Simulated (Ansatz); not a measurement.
Ni under changes of volume

One of the cells (10.492 Å³/atom); the others are scaled copies at fixed shape and fractional positions:

```xyz
1
Lattice="0.0000 1.7376 1.7376 1.7376 0.0000 1.7376 1.7376 1.7376 0.0000" Properties=species:S:1:pos:R:3 pbc="T T T"
Ni    0.0000    0.0000    0.0000
```

- Program: Ansatz 0.2.0
- Functional: LDA
- Potentials or basis: all-electron LAPW, scalar-relativistic
- Cutoff: 320 eV (chosen from the basis error)
- Basis error allowed: 0.001 eV/atom
- k mesh: 13 × 13 × 13
- Occupations: fermi-dirac, width 0.05 eV
- Spin: collinear spin, ferromagnetic start
- Starting moments: [1.0] μB

| volume (Å³/atom) | energy over the lowest point (meV/atom) | pressure (GPa) |
| --- | --- | --- |
| 9.862 | 2.07 | 4.6 |
| 10.072 | 0.00 | -1.0 |
| 10.282 | 4.79 | -5.9 |
| 10.492 | ? | ? |
| 10.702 | 31.94 | -14.2 |
| 10.912 | 52.94 | -17.6 |
| 11.122 | 78.14 | -20.6 |

Q: What does the run at 10.492 Å³/atom give?

A: Energy over the lowest point 15.68 meV/atom; pressure -10.3 GPa.

Worked out: A Birch-Murnaghan fit of order 3 (a polynomial in V^(-2/3)) to the other rows has its minimum at 10.03 Å³/atom with B0 = V·E''(V) = 257 GPa and B' = 4.9. It gives 15.68 meV/atom at 10.492 Å³/atom, against the run's 15.68, and -dE/dV = -10.4 GPa, against -10.3.

Energies are extrapolated to zero smearing.
